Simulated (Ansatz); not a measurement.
**GdN (PbO-type structure)**

Computed with Ansatz (plane waves, PAW, 420 eV cutoff): PBE+U (U_eff = 6 eV on Gd 4f), scalar-relativistic, collinear spin, Γ-centred 8×8×8 mesh, 0.05 eV Gaussian smearing. The datasets are Ansatz's generated set soft_2.

```
Gd N
1.0
     4.32478    0.00000    0.00000
     0.00000    4.32478    0.00000
     0.00000    0.00000    3.59382
Gd N
2 2
Cartesian
  2.1624 0.0000 0.8768
  0.0000 2.1624 2.7171
  0.0000 0.0000 0.0000
  2.1624 2.1624 0.0000
```

This is a trial structure; measured cells of the compound in the Crystallography Open Database are in space group Fm-3m (rock salt).

The cell is relaxed to zero pressure at this level.

```
Space group                                  : P4/nmm (No. 129)
Volume                                       : 16.80 Å³/atom
Band gap                                     : 0.25 eV
Smallest direct gap                          : 0.56 eV (over both spins)
Bader charges                                : Gd 1.71; N -1.71 e
f electrons (orthogonalised atomic orbitals) : Gd 7.06
Bulk modulus (Birch–Murnaghan)               : 44 GPa
Pressure derivative B0′                      : 7.5
```

Task: What does PBE+U give for the site spin moments?

Result: Gd 6.87; N -0.10 μB.

Bader charges against formal ones: Gd +1.71 (+3), N −1.71 (−3). The cations give up 57 % of the formal charge; Bader charges stay under formal ones because the anions' density reaches into the cations' basins, the more so the higher the formal charge and the softer the anion.

Hund's first rule gives Gd³⁺ with 7 f electrons 7 unpaired spins, a spin moment of 7 μB; the run has 6.87 μB on Gd (atomic spheres) and 7.06 f electrons on orthogonalised orbitals. The moment is close to the ion's, so in this run the shell is localised and nearly fully polarised.

Scalar-relativistic only: spin–orbit splittings of the heavy atoms' levels are missing. The run wasn't fully tested for a lower electronic state. Site moments are of spin, integrated over atomic spheres. The moments were started parallel, and the real magnetic order may be another.
